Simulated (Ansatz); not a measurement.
## Na: enthalpy against pressure

Na, I4/mmm, a = 3.727 Å, c = 5.224 Å. This isn't the element's structure at ambient conditions. Ansatz: PBEsol, PAW, 420 eV, Γ-centred 16×16×16 mesh on 1 atom, Gaussian smearing 0.10 eV; no spin polarisation. Cell and atoms are relaxed at each pressure, and no other structure is tried, so the rows at high pressure may lie past a change of phase. y is the enthalpy over the state at zero pressure; there V0 = 36.274 Å³/atom. The pressures are the targets, met within 0.04 GPa.

```tsv
P (GPa)	y (eV/atom)
0.0	0.0000
2.0	0.4107
5.0	0.9334
10.0	1.6740
20.0	?
40.0	4.9213
```

Q: Fit y = c1 P + c2 P² + c3 P³ to the other rows, say what c1 and c2 mean, and predict the missing value.

A: Least squares on the rows shown. y = 0.21181 P − 0.0051964 P² + 7.4424×10⁻⁵ P³. Since dH/dP = V, c1 is V0: 0.21181 eV/GPa × 160.2 = 33.932 Å³ against 36.274; c2 = −V0/(2B0) gives B0 = 20 GPa, where a Birch–Murnaghan fit to the volumes of the same runs (not shown) gives 7.7 GPa. The volume falls by 60 % over the range, most steeply at the start, which a cubic can't follow: here c1 isn't V0 and c2 doesn't give B0. Above P = −c2/(3 c3) = 23 GPa the cubic's slope, the volume, would rise with pressure, so the form fails there. At P = 20.0 the fit asked for gives 2.7530 eV/atom. The run gave 2.9114 eV/atom, so the fit is 0.1584 eV/atom too low, 3.2 % of the span of the series, against an rms of 0.0045 eV/atom on the fitted rows. With a term in P⁴ added, a fit to the same known rows (none to spare) predicts 3.1405 eV/atom, which misses by about as much or more on the other side: the known rows don't fix the higher terms. Also, this row ran on the mesh 20×20×20, its neighbour on 18×18×18, which can shift it a little.

The mesh isn't the same in all rows (16×16×16, 18×18×18, 20×20×20).